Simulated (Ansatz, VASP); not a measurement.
## Two plane-wave programs on Ti

```xyz
1
Lattice="-1.6087 1.6087 1.6087 1.6087 -1.6087 1.6087 1.6087 1.6087 -1.6087" Properties=species:S:1:pos:R:3 pbc="T T T"
Ti    0.0000    0.0000    0.0000
```

Alike in both runs: functional PBE; k mesh 18 × 18 × 18; occupations gaussian, width 0.1 eV; no spin polarisation.

Ansatz relaxed the structure, and its values are those at the end. VASP's run is a single point on that final structure, the one shown.

|  | VASP | Ansatz |
| --- | --- | --- |
| version | VASP 6.6.1 | Ansatz 0.2.0 |
| potentials or method | VASP PAW PBE potentials, release 64 (Ti_sv) | scalar-relativistic, plane waves, PAW |
| plane-wave cutoff (eV) | 520 | 420 |
| valence electrons in the cell | 12 | 12 |

```csv
,VASP,Ansatz,Ansatz less VASP
gap on the k mesh at the Fermi level (eV),none,none,-
pressure (GPa),3.7,4.0,+0.30
```

A gap of «none» marks a metal or a gap that the smearing closes.
